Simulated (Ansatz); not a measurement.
**Sc: single points about a listed cell**

A set of self-consistent runs on Sc under further strains and shifts, swapped elements, to map its energy surface near the listed cell.

Computed with Ansatz 0.2.0 (DFT PBE, scalar-relativistic, plane waves, PAW, unless a step's input says otherwise).

1 further run of the same task is left out (set aside as unsound or not needed).

### 1 The structure to begin with

It takes space group P6_3/mmc (No. 194, hexagonal). The conventional cell has a = 3.309 Å, b = 3.309 Å, c = 5.268 Å, α = 90.00°, β = 90.00°, γ = 120.00°. Around Sc (site symmetry -6m2) lie 12 Sc at 3.25 to 3.31 Å.

Structure file:

```cif
data_structure
_symmetry_space_group_name_H-M 'P 1'
_symmetry_Int_Tables_number 1
_cell_length_a 3.3088
_cell_length_b 3.3088
_cell_length_c 5.2680
_cell_angle_alpha 90.000
_cell_angle_beta 90.000
_cell_angle_gamma 120.000
_cell_volume 49.95
loop_
_atom_site_label
_atom_site_type_symbol
_atom_site_fract_x
_atom_site_fract_y
_atom_site_fract_z
_atom_site_occupancy
Sc1 Sc 0.33333 0.66667 0.25000 1
Sc2 Sc 0.66667 0.33333 0.75000 1
```

The structure comes from the Crystallography Open Database.

### 2 Substitution of an element, cell strained: Sc → In, first probe

The change: In takes all sites of Sc, and lengths are scaled by 0.901 as a first guess of the size; strain xx, yy, zz, yz, xz, xy = +0.6, +0.6, -2.4, +0.0, +0.0, +0.0 %.

Contents of input.yaml:

```yaml
crystal:
  lattice:
    - [2.9993736767, 0.0, 0.0]
    - [-1.4996868383, 2.5975337994, 0.0]
    - [0.0, 0.0, 4.6329378898]
  atoms:
    - { symbol: In, position: [0.3333333333, 0.6666666667, 0.25] }
    - { symbol: In, position: [0.6666666667, 0.3333333333, 0.75] }
basis:
  ecutwfc: 420
kpoints:
  mp_grid: { grid: [9, 9, 4] }
hamiltonian:
  xc: pbe
scf:
  occupations: { method: gaussian, width: 0.1 }
output:
  forces: true
  stress: true
  eigenvalues: true
```

Run with:

```console
$ ansatz run input.yaml --threads 1 --pin off --max-ram 1331MiB --backend cpu --events-out ev --progress --plain --runs-dir out
```

### 3 Substitution of an element, cell strained: Sc → In

Edit input.yaml of step 2 so:

```diff
@@ -11,3 +11,3 @@
 kpoints:
-  mp_grid: { grid: [9, 9, 4] }
+  mp_grid: { grid: [18, 18, 10] }
 hamiltonian:
```

### 4 A change within a subgroup

Contents of input.yaml:

```yaml
crystal:
  lattice:
    - [3.2045045876, -0.1985278738, -0.055058397]
    - [-1.7741824758, 3.030931437, -0.0091205853]
    - [-0.08765952, -0.06737772, 5.47408416]
  atoms:
    - { symbol: Sc, position: [0.3265247323, 0.6627266953, 0.2607649962] }
    - { symbol: Sc, position: [0.6734752677, 0.3372733047, 0.7392350038] }
basis:
  ecutwfc: 420
kpoints:
  mp_grid: { grid: [14, 12, 8] }
hamiltonian:
  xc: pbe
scf:
  occupations: { method: gaussian, width: 0.1 }
output:
  forces: true
  stress: true
  eigenvalues: true
```

Before running it: what results should come out? Wanted: for each run, case; energy; pressure; largest force.

The runs gave:

| step | case | energy (meV/atom) | pressure (GPa) | largest force (eV/Å) | gap on the mesh (eV) |
| --- | --- | --- | --- | --- | --- |
| 3 | substitution of an element, cell strained: Sc → In | n/a | 45.0 | 0.00 | 0.00 |
| 4 | a change within a subgroup | +0.0 | -1.4 | 0.30 | 0.00 |

Energies are counted from step 4, with the smearing taken to zero. Other atoms or functionals have another zero of energy (n/a). A gap of 0.00 means none on the mesh at this level.

In words: 
